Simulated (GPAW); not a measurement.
Write an ASE script for GPAW 26.7.0 that does the following.

| Property | Result |
| --- | --- |
| Task | single point |
| Functional | TB-mBJ |
| Potentials or basis | GPAW PAW data sets for LDA (gpaw-data 1.2.1) |
| Cutoff | 600 eV |
| Basis | pw |
| k mesh | 6 × 6 × 4 |
| Occupations | fermi-dirac, width 0.05 eV |
| Spin | no spin polarisation |
| Maxiter | 150 |

InSe:

```
In Se
1.0
     5.82639   -2.05465    0.00000
     5.82639    2.05465    0.00000
    -1.72323    0.00000    4.77135
In Se
2 2
Cartesian
  10.2693 0.0000 0.2235
  -0.3398 0.0000 4.5479
  6.5489 0.0000 3.1918
  3.3807 0.0000 1.5795
```

The cell comes from a database or a generator and needn't be the stable form of this composition.

One way to write it, as run:

run.py

```python
from ase import Atoms
from ase.dft.bandgap import bandgap
from ase.io import write
from gpaw import GPAW, PW

atoms = Atoms(['In', 'In', 'Se', 'Se'],
              cell=[[5.8263928781, -2.054648955, 0.0],
                    [5.8263928781, 2.054648955, 0.0],
                    [-1.723233014, 0.0, 4.7713478577]],
              scaled_positions=[[0.88820325, 0.88820325, 0.04684136],
                                [0.11179675, 0.11179675, 0.95315864],
                                [0.66092759, 0.66092759, 0.66895562],
                                [0.33907241, 0.33907241, 0.33104438]],
              pbc=True)

calc = GPAW(mode=PW(600),
            xc='TB09',
            kpts={'size': (6, 6, 4), 'gamma': True},
            occupations={'name': 'fermi-dirac', 'width': 0.05},
            nbands=32,
            convergence={'density': 1e-05, 'energy': 1e-05},
            eigensolver='cg',
            maxiter=150,
            txt='gpaw.txt')
atoms.calc = calc
energy = atoms.get_potential_energy()
calc.write('gs.gpw')
write('result.traj', atoms)
print('Fermi level:', round(calc.get_fermi_level(), 4), 'eV')
print(f'Gap: {bandgap(calc)[0]:.4f} eV, direct: {bandgap(calc, direct=True)[0]:.4f} eV')
```

Potentials or basis: GPAW PAW data sets for LDA (gpaw-data 1.2.1), pw.

The run is started by

```sh
$ OMP_NUM_THREADS=1 python run.py
```

Results of the run:

```yaml
Band_gap_on_the_k_mesh: 1.73 eV, indirect (least direct gap 1.97 eV)
```

Caveat: a model potential gives levels but no total energy; spin-orbit coupling is left out, which moves the levels of the heavy elements.

Run time: 6.2 min on 1 thread of Arm Neoverse V2, on a shared host, peak memory 0.46 GiB.
